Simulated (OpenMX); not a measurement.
TePb:

```
Pb Te
1.0
     4.00229    0.00000    0.00000
     0.00000    4.00229    0.00000
     0.00000    0.00000    4.00229
Pb Te
1 1
Cartesian
  0.0000 0.0000 0.0000
  2.0011 2.0011 2.0011
```

Measurements of this composition are mostly on another form, of space group No. 225.

* Program: OpenMX 3.8.5
* Task: single point
* Functional: PBE
* Potentials or basis: OpenMX 2013 PBE set, Pb8.0-s3p2d2f1, Te7.0-s3p2d2f1, grid cutoff 500 Ry
* k mesh: 7 × 7 × 7
* Occupations: fermi-dirac, width 0.05 eV
* Spin: no spin polarisation

On this cell: pressure 0.1 GPa; largest force zero by symmetry; band gap on the k mesh none (metal or under the smearing width).

The same run follows on a disturbed copy (atoms moved at random, drawn with an rms of 0.05 Å):

```
CELL_PARAMETERS angstrom
4.00229 0.00000 0.00000
0.00000 4.00229 0.00000
0.00000 0.00000 4.00229
ATOMIC_POSITIONS crystal
Pb 0.99039 0.00759 0.98972
Te 0.48334 0.49709 0.49934
```

What changes?

The energy (extrapolated to zero smearing) moves by -0.5 meV/atom; pressure 0.1 GPa; largest force 0.041 eV/Å; band gap on the k mesh none (metal or under the smearing width).

Forces on the atoms (eV/Å):
```
Pb   0.014  0.018 -0.018
Te  -0.023 -0.029  0.017
```

The forces don't sum to zero, so they hold noise of the program's grid.

Caveats: the basis of atomic orbitals isn't converged, which shifts pressures, moduli and gaps.
